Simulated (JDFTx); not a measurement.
Ge:

```
CELL_PARAMETERS angstrom
0.00000 2.82891 2.82891
2.82891 0.00000 2.82891
2.82891 2.82891 0.00000
ATOMIC_POSITIONS crystal
Ge 0.75000 0.75000 0.75000
Ge 0.50000 0.50000 0.50000
```

* Program: JDFTx 1.7.0 (patched build)
* Task: relaxation of cell and atoms
* Functional: PBE
* Potentials or basis: PseudoDojo-SR-PBE-0.5-stringent with smoothed tails
* Cutoff: 1687 eV
* Density cutoff: 13497 eV
* k mesh: 4 × 4 × 4
* Occupations: fermi-dirac, width 0.05 eV
* Spin: no spin polarisation

At the start: pressure 4.2 GPa; volume 22.64 Å³/atom.

Task: Where does the relaxation end?

Result: Over 6 steps the energy falls by 22.0 meV/atom and the volume is 24.29 Å³/atom (+7.3 %); space group Fd-3m (No. 227, to 0.05 Å).

The path:
```tsv
step	energy change (eV)	largest force (eV/Å)	pressure (GPa)	volume (Å³)
1	0.0000	0.0000	4.25	45.28
2	-0.0217	0.0000	3.14	46.21
3	-0.0430	0.0000	-0.62	49.11
4	-0.0441	0.0000	-0.04	48.61
5	-0.0441	0.0000	0.02	48.58
6	-0.0441	0.0000	-0.01	48.58
```

Final structure:
```yaml
crystal:
  lattice:
    - [0.00000, 2.89610, 2.89610]
    - [2.89610, 0.00000, 2.89610]
    - [2.89610, 2.89610, 0.00000]
  atoms:
    - { symbol: Ge, position: [0.75000, 0.75000, 0.75000] }
    - { symbol: Ge, position: [0.50000, 0.50000, 0.50000] }
```

Caveat: the k mesh is coarse (spacing up to 0.48 Å⁻¹), so the values aren't converged; the plane waves are those of the starting cell, so after so large a change of volume the result is rough.
